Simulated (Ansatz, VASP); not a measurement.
## Two plane-wave programs on BAs

```
CELL_PARAMETERS angstrom
0.00000 2.57958 2.48404
2.57958 0.00000 2.48404
2.57958 2.57958 0.00000
ATOMIC_POSITIONS crystal
B 0.00000 0.00000 0.00000
As 0.75000 0.75000 0.75000
```

Change from the starting cell: strain +0.080 along x and y, +0.040 along z, atoms carried along.

Alike in both runs: task single point; functional LDA; k mesh 10 × 10 × 10; occupations gaussian, width 0.05 eV; no spin polarisation.

```csv
,VASP,Ansatz
version,VASP 6.6.1,Ansatz 0.2.0
potentials or method,"VASP PAW LDA potentials, release 64 (B, As)","scalar-relativistic, plane waves, PAW"
plane-wave cutoff (eV),520,420
valence electrons in the cell,8,18
```

|  | VASP | Ansatz | Ansatz less VASP |
| --- | --- | --- | --- |
| gap on the k mesh at the Fermi level (eV) | 0.79 | 0.79 | +0.004 |
| least direct gap on the mesh (eV) | 2.18 | 2.15 | -0.037 |
| pressure (GPa) | -20.2 | -20.5 | -0.31 |
| largest component of the traceless stress (GPa) | 4.04 | 4.05 | +0.007 |

The two sets of potentials don't hold the same shells in valence.

Caveats: so large a pressure means that the cell lies far from this level's equilibrium, or that cutoff or potentials fall short (VASP). A k mesh can miss the band edges.
